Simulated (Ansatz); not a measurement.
**Which way does SnS + CaSe ⇌ SnSe + CaS run?**

Plane-wave DFT in Ansatz with scalar-relativistic PAW potentials, cutoff 420 eV, Γ-centred meshes chosen by cell and gap, Gaussian smearing with energies taken to zero width. Every cell was relaxed (cell and atoms) in a run of its own, within the symmetry of its start. Functional: LDA.

Total energies hold large constants for each element; a whole number of eV per atom of each element is taken off below, which cancels in a balanced reaction.

```csv
compound,lowest structure computed,structures tried,V (Å³/atom),gap on mesh (eV),"E (eV per formula unit, common shift removed)"
SnS,Pnma,3,22.70,0.66,-1.0294
CaSe,Fm-3m,1,24.28,1.72,-4.0919
SnSe,Fm-3m,3,25.58,0.78,-0.6593
CaS,Fm-3m,1,21.54,1.97,-4.7004
```

Q: Work out the reaction energy at 0 K.

A: ΔE = E(SnSe) + E(CaS) − E(SnS) − E(CaSe) = -0.238 eV, or -23 kJ per mole of reaction (-60 meV/atom). The right side is lower: Sn takes Se and Ca takes S. All four are computed as solids; where they are solids at ordinary conditions entropy changes little. A lower structure that wasn't tried would shift the value, and mixed crystals may lie lower than either side. This functional puts SnSe lowest in Fm-3m, which isn't its usual phase at room temperature.